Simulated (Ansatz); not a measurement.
SiO$_{2}$: computed properties

Theory: DFT PBE, scalar-relativistic, plane waves, PAW in Ansatz 0.2.0.

Plane waves to 420 eV, a k mesh through Γ of 4×4×6 on the computed 12-atom cell and Gaussian smearing (0.02 eV); no spin polarisation.

The structure is relaxed at this level of theory with its symmetry kept, and needn't be the ground state of this composition.

```cif
data_structure
_symmetry_space_group_name_H-M 'P4_122'
_symmetry_Int_Tables_number 91
_cell_length_a 6.0938
_cell_length_b 6.0938
_cell_length_c 4.7689
_cell_angle_alpha 90.000
_cell_angle_beta 90.000
_cell_angle_gamma 90.000
_cell_volume 177.09
loop_
_atom_site_label
_atom_site_type_symbol
_atom_site_symmetry_multiplicity
_atom_site_Wyckoff_symbol
_atom_site_fract_x
_atom_site_fract_y
_atom_site_fract_z
_atom_site_occupancy
Si1 Si 4 a 0.34664 0.00000 0.75000 1
O1 O 4 b 0.50000 0.09901 0.50000 1
O2 O 4 c 0.19625 0.19625 0.87500 1
```

```json
{"Space group": "P4_122 (No. 91)", "Volume per atom": "99.6 bohr³", "Formation energy from the elements' standard states (uncorrected)": "-2.767 eV/atom", "Kohn–Sham band gap": "5.53 eV", "Orbital (Löwdin) character of the top 1 eV of the valence band": "O 2p 97 %", "Orbital (Löwdin) character of the lowest 1 eV of the conduction band": "Si 3s 43 %, O 2s 21 %, Si 3p 15 %, unprojected 16 %"}
```

The cell was found from a structure generator's guess, not taken from experiment. Kohn–Sham gaps at this level usually fall short of measured ones. Löwdin shares on free-atom orbitals overweight diffuse shells in the empty bands.
